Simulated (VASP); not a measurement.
# PbO (P4/mmm) in VASP: settings compared

The runs below take PbO through single point, with PBE, r2SCAN.

Everything below comes from runs of VASP 6.6.1. Logs are shortened: lines on timing, memory, paths and dates and some standing lists are left out, and cuts for length are marked.

**1. The cell of the first run**

The structure is tetragonal, space group P4/mmm (No. 123). Conventional cell: a = 3.179 Å, b = 3.179 Å, c = 3.270 Å, α = 90.00°, β = 90.00°, γ = 90.00°. Around Pb (site symmetry 4/mmm) lie 8 O at 2.78 Å and 4 Pb at 3.18 Å. O (site symmetry 4/mmm) is surrounded by 8 Pb at 2.78 Å and 4 O at 3.18 Å.

The cell was built by a generator and needn't be a form met in nature.

**2. Single point, PBE (uniaxial_z strain +2.9%)**

INCAR

```
PREC = Accurate
ENCUT = 520
EDIFF = 1E-6
ISMEAR = -1
SIGMA = 0.02
LREAL = F
LASPH = T
NELM = 60
ALGO = Fast
ISIF = 2
LWAVE = F
LCHARG = F
GGA = PE
NBANDS = 17
```

KPOINTS

```
regular mesh
0
Gamma
  8 8 8
```

POSCAR

```
PbO
1.0
    3.1793716484      0.0000000000      0.0000000000
    0.0000000000      3.1793716484      0.0000000000
    0.0000000000      0.0000000000      3.2699837403
Pb O
1 1
Direct
    0.0000000000      0.0000000000      0.0000000000
    0.5000000000      0.5000000000      0.5000000000
```

Potentials or basis: VASP PAW PBE potentials, release 64 (Pb_d, O).

The run is started by

```sh
$ cat potpaw_PBE.64/Pb_d/POTCAR potpaw_PBE.64/O/POTCAR > POTCAR
$ mpirun -np 1 vasp_std > vasp.out
```

OUTCAR:

```text
PREC = Accurate
   ENCUT = 520
   EDIFF = 1E-6
   ISMEAR = -1
   LREAL = F
   LASPH = T
   NELM = 60
   ISIF = 2
   GGA = PE

 ion  position               nearest neighbor table
   1  0.000  0.000  0.000-   2 2.78   2 2.78   2 2.78   2 2.78   2 2.78   2 2.78   2 2.78   2 2.78

   2  0.500  0.500  0.500-   1 2.78   1 2.78   1 2.78   1 2.78   1 2.78   1 2.78   1 2.78   1 2.78

  LATTYP: Found a simple tetragonal cell.
 ALAT       =     3.1793716484
 C/A-ratio  =     1.0285000000

  Lattice vectors:

 A1 = (   3.1793716484,   0.0000000000,   0.0000000000)
 A2 = (   0.0000000000,   3.1793716484,   0.0000000000)
 A3 = (   0.0000000000,   0.0000000000,   3.2699837403)

Analysis of symmetry for initial positions (statically):
=====================================================================
 Subroutine PRICEL returns:
 Original cell was already a primitive cell.

 Routine SETGRP: Setting up the symmetry group for a
 simple tetragonal supercell.

 Subroutine GETGRP returns: Found 16 space group operations
 (whereof 16 operations were pure point group operations)
 out of a pool of 16 trial point group operations.

The static configuration has the point symmetry D_4h.

Analysis of symmetry for dynamics (positions and initial velocities):
=====================================================================
 Subroutine PRICEL returns:
 Original cell was already a primitive cell.

 Routine SETGRP: Setting up the symmetry group for a
 simple tetragonal supercell.

 Subroutine GETGRP returns: Found 16 space group operations
 (whereof 16 operations were pure point group operations)
 out of a pool of 16 trial point group operations.

The dynamic configuration has the point symmetry D_4h.

 Subroutine INISYM returns: Found 16 space group operations
 (whereof 16 operations are pure point group operations),
 and found     1 'primitive' translations

----------------------------------------------------------------------------------------

                                     Primitive cell

  volume of cell :      33.0543

  direct lattice vectors                    reciprocal lattice vectors
     3.179371648  0.000000000  0.000000000     0.314527558  0.000000000  0.000000000
     0.000000000  3.179371648  0.000000000     0.000000000  0.314527558  0.000000000
     0.000000000  0.000000000  3.269983740     0.000000000  0.000000000  0.305811918

  length of vectors
     3.179371648  3.179371648  3.269983740     0.314527558  0.314527558  0.305811918

  position of ions in fractional coordinates (direct lattice)
     0.000000000  0.000000000  0.000000000
     0.500000000  0.500000000  0.500000000

  ion indices of the primitive-cell ions
   primitive index   ion index
                 1           1
                 2           2

----------------------------------------------------------------------------------------

 KPOINTS: regular mesh

Automatic generation of k-mesh.
 Grid dimensions read from file:
 generate k-points for:    8    8    8

 Generating k-lattice:

  Cartesian coordinates                     Fractional coordinates (reciprocal lattice)
     0.039315945  0.000000000  0.000000000     0.125000000  0.000000000  0.000000000
     0.000000000  0.039315945  0.000000000     0.000000000  0.125000000  0.000000000
     0.000000000  0.000000000  0.038226490     0.000000000  0.000000000  0.125000000

  Length of vectors
     0.039315945  0.039315945  0.038226490

  Shift w.r.t. Gamma in fractional coordinates (k-lattice)
     0.000000000  0.000000000  0.000000000

 Subroutine IBZKPT returns following result:
 ===========================================

 Found     75 irreducible k-points:

 Following reciprocal coordinates:
            Coordinates               Weight
  0.000000  0.000000  0.000000      1.000000
  0.125000  0.000000  0.000000      4.000000
  0.250000  0.000000  0.000000      4.000000
  0.375000  0.000000  0.000000      4.000000
  0.500000  0.000000  0.000000      2.000000
  0.125000  0.125000  0.000000      4.000000
[... 16 lines left out ...]
  0.375000  0.125000  0.125000     16.000000
  0.500000  0.125000  0.125000      8.000000
 [... further k-points ...]
   k-points           NKPTS =     75   k-points in BZ     NKDIM =     75   number of bands    NBANDS=     17
   number of dos      NEDOS =    301   number of ions     NIONS =      2
   total plane-waves  NPLWV =  13824
   dimension x,y,z NGX =    24 NGY =   24 NGZ =   24
   dimension x,y,z NGXF=    48 NGYF=   48 NGZF=   48
   ions per type =               1   1
   NGX,Y,Z   is equivalent  to a cutoff of  12.55, 12.55, 12.20 a.u.
   NGXF,Y,Z  is equivalent  to a cutoff of  25.10, 25.10, 24.40 a.u.
 SYSTEM =  unknown system
   PREC   = accura    normal or accurate (medium, high low for compatibility)
   ISTART =      0    job   : 0-new  1-cont  2-samecut
   ICHARG =      2    charge: 1-file 2-atom 10-const
   ISPIN  =      1    spin polarized calculation?
   LNONCOLLINEAR =      F non collinear calculations
   LSORBIT =      F    spin-orbit coupling
   LASPH  =      T    aspherical Exc in radial PAW
   ENCUT  =  520.0 eV  38.22 Ry    6.18 a.u.   5.91  5.91  6.08*2*pi/ulx,y,z
   NELM   =     60;   NELMIN=  2; NELMDL= -5     # of ELM steps
   EDIFF  = 0.1E-05   stopping-criterion for ELM
   LREAL  =      F    real-space projection
   EDIFFG = 0.1E-04   stopping-criterion for IOM
   NSW    =      0    number of steps for IOM
   IBRION =     -1    ionic relax: 0-MD 1-quasi-New 2-CG
   NFREE  =      0    steps in history (QN), initial steepest desc. (CG)
   ISIF   =      2    stress and relaxation
   ISYM   =      2    0-nonsym 1-usesym 2-fastsym
   POTIM  = 0.5000    time-step for ionic-motion
   TEBEG  =    0.0;   TEEND  =   0.0 temperature during run
   PSTRESS=    0.0 pullay stress
   NELECT =      20.0000    total number of electrons
   NUPDOWN=      -1.0000    fix difference up-down
   EMIN   =  10.00;   EMAX   =-10.00  energy-range for DOS
   EFERMI =   0.00;   METHOD = LEGACY
   ISMEAR =    -1;   SIGMA  =   0.02  broadening in eV -4-tet -1-fermi 0-gaus
   EFERMI_NEDOS =   21; number of points for ismear=-14 and -15
   IALGO  =     68    algorithm
   IMIX   =      4    mixing-type and parameters
     AMIX     =   0.40;   BMIX     =  1.00
     AMIX_MAG =   1.60;   BMIX_MAG =  1.00
  volume/ion in A,a.u.               =      16.53       111.53
  Fermi-wavevector in a.u.,A,eV,Ry     =   1.384657  2.616622 26.086098  1.917274
  Thomas-Fermi vector in A             =   2.509140
   LORBIT       =      0    0 simple, 1 ext, 2 COOP (PROOUT), +10 PAW based schemes
   GGA     = PE    functional components
   LHFCALC =     F    Hartree Fock is set to
   AEXX    =    0.0000 exact exchange contribution
   IVDW    =     0    specifies the selected vdW correction
   LEPSILON=     F    determine dielectric tensor
   LRPA    =     F    only Hartree local field effects (RPA)
 non-spin polarized calculation
 RMM-DIIS sequential band-by-band and
  energy-cutoff  :      520.00
  volume of cell :       33.05
 maximum number of plane-waves:       914
 NGX is ok and might be reduce to    24
   NGX = 11   NGY = 11   NGZ = 13

 number of electron      19.9999998 magnetization

 Free energy of the ion-electron system (eV)
  ---------------------------------------------------
  ext. energy  EPLUGINS =         0.00000000
  ---------------------------------------------------
  free energy    TOTEN  =        -9.74396436 eV

  energy without entropy =       -9.74396330  energy(sigma->0) =       -9.74396383

 E-fermi :   7.0043     XC(G=0): -11.1704

 val. band max:        6.8185135926   @ k =   0.5000   0.1250   0.0000
 cond. band min:       7.1655196551   @ k =   0.5000   0.0000   0.0000
 fundamental gap:      0.3470060625
 Fermi energy:         7.0043216501

 k-point     1 :       0.0000    0.0000    0.0000
  band No.  band energies     occupation
      1     -10.1918      2.00000
      2      -9.9944      2.00000
      3      -9.9100      2.00000
      4      -9.2979      2.00000
      5      -9.2979      2.00000
      6      -9.2974      2.00000
[... 9 lines left out ...]
     16      23.7911      0.00000
     17      25.2939      0.00000

 k-point     2 :       0.1250    0.0000    0.0000
  band No.  band energies     occupation
      1     -10.1001      2.00000
      2      -9.9527      2.00000
      3      -9.8739      2.00000
      4      -9.3272      2.00000
      5      -9.3255      2.00000
      6      -9.2955      2.00000
[... 9 lines left out ...]
     16      24.3800      0.00000
     17      24.8106      0.00000

 k-point     3 :       0.2500    0.0000    0.0000
  band No.  band energies     occupation
      1      -9.9252      2.00000
      2      -9.8709      2.00000
      3      -9.7089      2.00000
      4      -9.3969      2.00000
      5      -9.3923      2.00000
      6      -9.2896      2.00000
[... 9 lines left out ...]
     16      22.3930      0.00000
     17      24.6764      0.00000

 k-point     4 :       0.3750    0.0000    0.0000
  band No.  band energies     occupation
      1      -9.9066      2.00000
      2      -9.6316      2.00000
      3      -9.5277      2.00000
      4      -9.4654      2.00000
      5      -9.4581      2.00000
      6      -9.2837      2.00000
[... 9 lines left out ...]
     16      22.1265      0.00000
     17      24.7855      0.00000
[... 343 lines left out ...]
      1      -9.9379      2.00000
      2      -9.8230      2.00000
      3      -9.6765      2.00000
      4      -9.4196      2.00000
      5      -9.3448      2.00000
      6      -9.1792      2.00000
[... 9 lines left out ...]
     16      22.4964      0.00000
     17      22.9082      0.00000

 k-point    23 :       0.3750    0.1250    0.1250
  band No.  band energies     occupation
      1      -9.9179      2.00000
      2      -9.8070      2.00000
      3      -9.5093      2.00000
      4      -9.4903      2.00000
      5      -9.3331      2.00000
      6      -9.0245      2.00000
[... 9 lines left out ...]
     16      22.1495      0.00000
     17      23.6870      0.00000

 k-point    24 :       0.5000    0.1250    0.1250
  band No.  band energies     occupation
      1      -9.9193      2.00000
      2      -9.8012      2.00000
      3      -9.5195      2.00000
      4      -9.4394      2.00000
      5      -9.3279      2.00000
      6      -8.9459      2.00000
[... 9 lines left out ...]
     16      21.9780      0.00000
     17      24.6175      0.00000

 [... further k-points ...]

------------------------ aborting loop because EDIFF is reached ----------------------------------------

  FORCE on cell =-STRESS in cart. coord.  units (eV):
  Direction    XX          YY          ZZ          XY          YZ          ZX
  --------------------------------------------------------------------------------------
  -------------------------------------------------------------------------------------
  Total        0.4340604      0.4340604     -0.6210591      0.0000000      0.0000000      0.0000000
  in kB       21.0393595     21.0393595    -30.1033863      0.0000000      0.0000000      0.0000000
  external PRESSURE =       3.9917776 kB  Pullay stress =       0.0000000 kB

 VOLUME and BASIS-vectors are now :
 -----------------------------------------------------------------------------
  energy-cutoff  :      520.00
  volume of cell :       33.05
      direct lattice vectors                 reciprocal lattice vectors
     3.179371648  0.000000000  0.000000000     0.314527558  0.000000000  0.000000000
     0.000000000  3.179371648  0.000000000     0.000000000  0.314527558  0.000000000
     0.000000000  0.000000000  3.269983740     0.000000000  0.000000000  0.305811918

 POSITION                                       TOTAL-FORCE (eV/Angst)
 -----------------------------------------------------------------------------------
      0.00000      0.00000      0.00000         0.000000      0.000000      0.000000
      1.58969      1.58969      1.63499         0.000000      0.000000      0.000000
 -----------------------------------------------------------------------------------
    total drift:                                0.000000      0.000000     -0.000000

  FREE ENERGIE OF THE ION-ELECTRON SYSTEM (eV)
  ---------------------------------------------------
  free  energy   TOTEN  =        -9.7439643582 eV

  energy  without entropy=       -9.7439632962  energy(sigma->0) =       -9.74396383
```

It took 12 s on 1 thread of Intel Xeon 6975P-C (Granite Rapids), shared host; peak memory 0.16 GiB.

What came out:

```
Free energy            : -9.7440 eV
Pressure               : 0.4 GPa
Band gap on the k mesh : 0.35 eV, indirect (least direct gap 0.53 eV)
```

Levels at points of the mesh, in eV from the valence-band top:
```tsv
k point	band 7	band 8	band 9	band 10	band 11	band 12	band 13	band 14
(0.00, 0.00, 0.00)	-8.30	-1.82	-1.53	-1.53	8.17	8.67	8.67	9.51
(0.50, 0.00, 0.00)	-8.82	-0.95	-0.78	-0.47	0.35	7.35	8.16	11.05
(0.50, 0.50, 0.00)	-5.66	-4.28	-4.28	-0.94	3.83	3.83	9.54	10.22
(0.00, 0.00, 0.50)	-9.14	-0.81	-0.81	-0.15	0.38	7.84	7.84	11.26
(0.50, 0.00, 0.50)	-6.01	-4.42	-4.32	-0.78	3.83	4.23	9.90	10.75
(0.50, 0.50, 0.50)	-3.42	-2.08	-2.08	-2.05	0.71	0.71	1.11	12.84
```

Caveat: spin-orbit coupling is left out, which as a rule narrows the gap of such compounds by several tenths of an eV. A k mesh can miss the band edges.

**3. Single point, r2SCAN (epitaxial_111 strain +3.6%)**

POSCAR

```
PbO
1.0
    3.2016437199     -0.0921853078     -0.0921853078
   -0.0921853078      3.2016437199     -0.0921853078
   -0.0921853078     -0.0921853078      3.2016437199
Pb O
1 1
Direct
    0.0000000000      0.0000000000      0.0000000000
    0.5000000000      0.5000000000      0.5000000000
```

INCAR.step1

```
SYSTEM = PbO
PREC = Accurate
ENCUT = 520
ISMEAR = 0
SIGMA = 0.01
LREAL = .FALSE.
LASPH = .TRUE.
NELM = 60
NBANDS = 17
GGA = PE
ALGO = Normal
EDIFF = 1E-4
LWAVE = .TRUE.
LCHARG = .FALSE.
```

INCAR.step2

```
SYSTEM = PbO
PREC = Accurate
ENCUT = 520
EDIFF = 1E-6
ISMEAR = 0
SIGMA = 0.01
LREAL = .FALSE.
LASPH = .TRUE.
NELM = 60
ALGO = Normal
ISIF = 2
LWAVE = .FALSE.
LCHARG = .FALSE.
METAGGA = R2SCAN
LMIXTAU = .TRUE.
NBANDS = 17
ISTART = 1
```

KPOINTS

```
regular mesh
0
G
  8 8 8
  0 0 0
```

Potentials or basis: VASP PAW PBE potentials, release 64 (Pb_d, O).

The run is started by

```sh
$ cat potpaw_PBE.64/Pb_d/POTCAR potpaw_PBE.64/O/POTCAR > POTCAR
$ cp INCAR.step1 INCAR
$ mpirun -np 1 vasp_std > vasp.out
$ cp INCAR.step2 INCAR
$ mpirun -np 1 vasp_std > vasp.out
```

It took 30 s on 1 thread of Intel Xeon 6975P-C (Granite Rapids), shared host; peak memory 0.16 GiB.

The run converged. Its results:

```
Free energy            : -63.6558 eV
Pressure               : -0.9 GPa
Band gap on the k mesh : 0.43 eV, indirect (least direct gap 0.50 eV)
```

Stress tensor (GPa, compression positive):
```
-0.88  0.56  0.56
 0.56 -0.88  0.56
 0.56  0.56 -0.88
```

Levels at points of the mesh, in eV from the valence-band top:
```
           k point  band 7  band 8  band 9  band 10  band 11  band 12  band 13  band 14
(0.00, 0.00, 0.00)   -8.44   -2.17   -1.61    -1.61     8.72     8.72     9.84    10.50
(0.50, 0.00, 0.00)   -9.19   -1.08   -0.94    -0.07     0.43     8.21     8.24    12.10
(0.50, 0.50, 0.00)   -5.98   -4.61   -4.41    -1.02     4.05     4.61    10.48    11.12
(0.50, 0.50, 0.50)   -3.89   -2.29   -2.29    -1.68     0.77     0.77     1.92    13.75
```

Caveat: the PAW data sets were made with another functional, which shifts forces and pressure a little; spin-orbit coupling is left out, which as a rule narrows the gap of such compounds by several tenths of an eV. A k mesh can miss the band edges.

**4. Single point, PBE (epitaxial_111 strain +3.6%)**

INCAR

```
PREC = Accurate ; ENCUT = 520
EDIFF = 1E-7 ; ISMEAR = -1
SIGMA = 0.02 ; LREAL = F
LASPH = T ; NELM = 60
ALGO = Normal ; ISIF = 2
LWAVE = F ; LCHARG = T
GGA = PE ; LELF = T
LVHAR = T ; NBANDS = 17
```

KPOINTS

```
regular mesh
0
Gamma
  8 8 8
```

POSCAR is that of step 3.

The run is started by

```sh
$ cat potpaw_PBE.64/Pb_d/POTCAR potpaw_PBE.64/O/POTCAR > POTCAR
$ mpirun -np 1 vasp_std > vasp.out
```

Wall time 9.6 s (1 thread of Intel Xeon 6975P-C (Granite Rapids), shared host); peak memory 0.16 GiB.

The run converged. Its results:

| Quantity | Value |
| --- | --- |
| Free energy | -9.7440 eV |
| Pressure | 2.2 GPa |
| Band gap on the k mesh | 0.42 eV, indirect (least direct gap 0.79 eV) |

Stress tensor (GPa, compression positive):
```
2.18 0.67 0.67
0.67 2.18 0.67
0.67 0.67 2.18
```

Levels at points of the mesh, in eV from the valence-band top:
```
           k point  band 6  band 7  band 8  band 9  band 10  band 11  band 12  band 13  band 14  band 15
(0.00, 0.00, 0.00)  -16.07   -8.26   -2.08   -1.53    -1.53     8.24     8.24     9.29     9.79     9.79
(0.50, 0.00, 0.00)  -16.10   -9.00   -1.00   -0.87    -0.37     0.42     7.77     7.79    11.31    13.24
(0.50, 0.50, 0.00)  -15.14   -5.87   -4.56   -4.35    -0.94     3.73     4.25     9.74    10.68    15.38
(0.50, 0.50, 0.50)  -15.87   -3.78   -2.20   -2.20    -1.61     0.49     0.49     1.59    12.79    12.79
```

Caveat: spin-orbit coupling is left out, which as a rule narrows the gap of such compounds by several tenths of an eV. A k mesh can miss the band edges.

**5. The runs side by side**

| level | cell | smearing | gap on the mesh (eV) | pressure (GPa) |
| --- | --- | --- | --- | --- |
| PBE | uniaxial_z strain +2.9% | fermi-dirac 0.02 eV | 0.35 | 0.4 |
| r2SCAN | epitaxial_111 strain +3.6% | gaussian 0.01 eV | 0.43 | -0.9 |
| PBE | epitaxial_111 strain +3.6% | fermi-dirac 0.02 eV | 0.42 | 2.2 |

Alike in all rows: task single point; potentials or basis VASP PAW PBE potentials, release 64 (Pb_d, O); no spin polarisation; k mesh 8 × 8 × 8; cutoff (eV) 520.

Caveats: spin-orbit coupling is left out, which as a rule narrows the gap of such compounds by several tenths of an eV; the PAW data sets were made with another functional, which shifts forces and pressure a little (some runs).

Total energies depend on the potentials used, so only differences within one code and one set of settings carry meaning.
